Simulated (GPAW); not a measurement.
## HfB2: single point with PBE

Crystal: HfB2.

```
Hf B
1.0
     3.14000    0.00000    0.00000
    -1.57000    2.71932    0.00000
     0.00000    0.00000    3.48000
Hf B
1 2
Direct
  0.00000 0.00000 0.00000
  0.66667 0.33333 0.50000
  0.33333 0.66667 0.50000
```

```
Program             : GPAW 26.7.0
Task                : single point
Functional          : PBE
Potentials or basis : GPAW PAW data sets (gpaw-data 1.2.1)
Cutoff              : 800 eV
Basis               : pw
k mesh              : 10 × 10 × 8
Occupations         : gaussian, width 0.012 eV
Spin                : no spin polarisation
Maxiter             : 150
```

* Pressure: 2.1 GPa
* Band gap on the k mesh: none (metal or under the smearing width)

Stress tensor (GPa, compression positive):
```
1.72 0.00 0.00
0.00 1.72 0.00
0.00 0.00 2.90
```

Levels at points of the mesh, in eV from the Fermi level:
```csv
k point,band 6,band 7,band 8,band 9,band 10,band 11,band 12,band 13
"(0.00, 0.00, 0.00)",-2.84,-2.74,-2.74,-2.63,4.17,4.17,4.80,4.80
"(0.00, 0.00, 0.50)",-8.19,-1.03,-1.03,0.48,0.48,1.15,1.15,2.39
"(0.50, 0.50, 0.00)",-8.90,-3.97,-3.27,-2.70,2.29,2.88,5.72,5.86
"(0.50, 0.50, 0.50)",-7.36,-4.81,-4.54,-2.54,4.19,4.32,6.38,7.33
```

It took 40 s on 1 thread of Arm Neoverse V1, on a shared host, peak memory 0.19 GiB.

The run has no spin-orbit coupling, so splittings on Hf are missing.
